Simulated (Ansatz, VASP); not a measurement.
**One calculation of N, two programs**

```xyz
4
Lattice="4.0841 0.0000 0.0000 0.0000 4.0841 0.0000 0.0000 0.0000 5.3459" Properties=species:S:1:pos:R:3 pbc="T T T"
N     3.6931    3.6931    0.0000
N     2.4330    1.6511    2.6730
N     0.3909    0.3909    0.0000
N     1.6511    2.4330    2.6730
```

Alike in both runs: task single point; functional LDA; k mesh 6 × 6 × 6; occupations gaussian, width 0.05 eV; no spin polarisation.

|  | VASP | Ansatz |
| --- | --- | --- |
| version | VASP 6.6.1 | Ansatz 0.2.0 |
| potentials or method | VASP PAW LDA potentials, release 64 (N) | scalar-relativistic, plane waves, PAW |
| plane-wave cutoff (eV) | 520 | 420 |
| valence electrons in the cell | 20 | 20 |

Ansatz gave:

| Quantity | Value |
| --- | --- |
| gap on the k mesh at the Fermi level (eV) | 6.75 |
| least direct gap on the mesh (eV) | 6.95 |
| pressure (GPa) | -2.8 |
| largest component of the traceless stress (GPa) | 2.26 |
| rms of the force components (eV/Å) | 0.978 |

Which values does VASP return?

gap on the k mesh at the Fermi level (eV): 6.70; least direct gap on the mesh (eV): 6.90; pressure (GPa): -1.2; largest component of the traceless stress (GPa): 0.50; rms of the force components (eV/Å): 0.213.

Atom by atom the forces differ by 0.765 eV/Å (rms over components). One of these differences is far larger than is usual between the two programs; its cause wasn't traced.

Caveats: the standard files for N, O and F lose accuracy on very short bonds. A k mesh can miss the band edges. As with any semilocal functional, this LDA gap is likely too small.
